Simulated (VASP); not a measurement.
Here is a VASP 6.6.1 calculation.

INCAR

```
SYSTEM = SnO
PREC = Accurate
ENCUT = 600
EDIFF = 1E-6
ISMEAR = 0
SIGMA = 0.03
LREAL = .FALSE.
LASPH = .TRUE.
NELM = 80
ALGO = Normal
ISIF = 3
LWAVE = .FALSE.
LCHARG = .FALSE.
GGA = PE
IVDW = 12
IBRION = 2
NSW = 90
EDIFFG = -0.01
KPAR = 4
```

KPOINTS

```
Automatic mesh
0
G
  8 8 6
  0 0 0
```

POSCAR

```
SnO
1.0
    3.7986000000      0.0000000000      0.0000000000
    0.0000000000      3.7986000000      0.0000000000
    0.0000000000      0.0000000000      4.8408000000
Sn O
2 2
Direct
    0.5000000000      0.0000000000      0.2369000000
    0.0000000000      0.5000000000      0.7631000000
    0.0000000000      0.0000000000      0.0000000000
    0.5000000000      0.5000000000      0.0000000000
```

Potentials or basis: VASP PAW PBE potentials, release 64 (Sn_d, O).

Command:

```sh
$ cat potpaw_PBE.64/Sn_d/POTCAR potpaw_PBE.64/O/POTCAR > POTCAR
$ mpirun -np 4 vasp_std > vasp.out
```

Question: What does it give for the relaxed volume?

Answer: 17.39 Å³/atom.

Question: Predict the dispersion energy per atom.

Answer: -0.237 eV.

Question: Estimate the relaxed cell.

Answer: a = 3.835 Å, b = 3.835 Å, c = 4.728 Å, α = 90.00°, β = 90.00°, γ = 90.00°.

Step by step:
```
step  energy change (eV)  largest force (eV/Å)  pressure (GPa)  volume (Å³)
   1              0.0000                0.5986            2.85        69.85
   2              0.0007                0.5050           -2.93        73.04
   3             -0.0222                0.0328           -0.21        71.39
   4             -0.0222                0.0443           -0.09        71.36
   5             -0.0234                0.0545           -0.12        71.24
   6             -0.0256                0.0856           -0.12        70.88
   7             -0.0239                0.1446           -0.08        70.13
   8             -0.0259                0.1072           -0.12        70.66
   9             -0.0269                0.0494           -0.19        70.42
  10             -0.0275                0.0452           -0.41        69.97
  11             -0.0279                0.0041            0.09        69.37
  12             -0.0280                0.0122           -0.01        69.50
  13             -0.0280                0.0142           -0.05        69.53
  14             -0.0280                0.0153           -0.02        69.52
  15             -0.0280                0.0041           -0.02        69.55
```

Caveat: pairwise dispersion overbinds metals, which lowers pressure and volume.
